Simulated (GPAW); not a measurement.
Crystal: CdS (Greenockite).

```
CELL_PARAMETERS angstrom
4.15000 0.00000 0.00000
-2.07500 3.59401 0.00000
0.00000 0.00000 6.73700
ATOMIC_POSITIONS crystal
Cd 0.66667 0.33333 0.50000
Cd 0.33333 0.66667 0.00000
S 0.66667 0.33333 0.87500
S 0.33333 0.66667 0.37500
```

Base run:

```yaml
Program: GPAW 26.7.0
Functional: PBEsol
Potentials_or_basis: PAW data sets generated in the run's folder for this functional
Cutoff: 600 eV
Basis: pw
k_mesh: 6 × 6 × 3
Occupations: fermi-dirac, width 0.05 eV
Spin: no spin polarisation
```

Its results: band gap on the k mesh 1.04 eV, direct; pressure -1.2 GPa; largest force 0.065 eV/Å.

**Question.** The run is repeated on the same cell with these changes: functional from PBEsol to BLYP. What comes out?

**Answer.** Band gap on the k mesh 1.12 eV, direct; pressure 5.0 GPa; largest force 0.065 eV/Å.

BLYP binds less tightly than PBEsol, so the same cell stands under more pressure.
